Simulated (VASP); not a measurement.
Wanted: the native input for a VASP 6.6.1 run.

- Task: relaxation of cell and atoms
- Functional: PBE
- Dispersion: D4
- Potentials or basis: VASP PAW PBE potentials, release 64 (Al, N)
- Cutoff: 600 eV
- k mesh: 6 × 6 × 4
- Occupations: gaussian, width 0.01 eV
- Spin: no spin polarisation
- Dipole correction: no
- Further INCAR settings: ALGO = Fast; EDIFF = 1e-06; IBRION = 2; EDIFFG = -0.03; NSW = 80; ISIF = 3

The structure of AlN lies in POSCAR:

```
AlN
1.0
    3.1130000000      0.0000000000      0.0000000000
   -1.5565000000      2.6959370800      0.0000000000
    0.0000000000      0.0000000000      4.9810000000
Al N
2 2
Direct
    0.3333333333      0.6666666667      0.0000000000
    0.6666666667      0.3333333333      0.5000000000
    0.3333333333      0.6666666667      0.3800000000
    0.6666666667      0.3333333333      0.8800000000
```

One way to write it, as run:

INCAR

```
PREC = Accurate
ENCUT = 600
EDIFF = 1E-6
ISMEAR = 0
SIGMA = 0.01
LREAL = F
LASPH = T
NELM = 100
ALGO = Fast
ISIF = 3
LWAVE = F
LCHARG = F
GGA = PE
IVDW = 13
IBRION = 2
NSW = 80
EDIFFG = -0.03
```

KPOINTS

```
Automatic mesh
0
Gamma
  6 6 4
```

Potentials or basis: VASP PAW PBE potentials, release 64 (Al, N).

Run with:

```console
$ cat potpaw_PBE.64/Al/POTCAR potpaw_PBE.64/N/POTCAR > POTCAR
$ mpirun -np 1 vasp_std > vasp.out
```

It gave:

- Relaxed volume: 10.38 Å³/atom
- Relaxed cell: a = 3.103 Å, b = 3.103 Å, c = 4.979 Å, α = 90.00°, β = 90.00°, γ = 120.00°
- Space group after relaxing (to 0.05 Å): P6_3mc (No. 186)
- Energy gained by relaxing: 0.6 meV/atom
- Ionic steps: 3
- Pressure after relaxing: 0.0 GPa
- Largest force after relaxing: 0.013 eV/Å
- Band gap on the k mesh: 4.27 eV, direct
- Dispersion energy per atom: -0.308 eV

It took 37 s on 1 thread of AMD EPYC 7R13 Processor (Zen 3), on a shared host, peak memory 0.14 GiB.
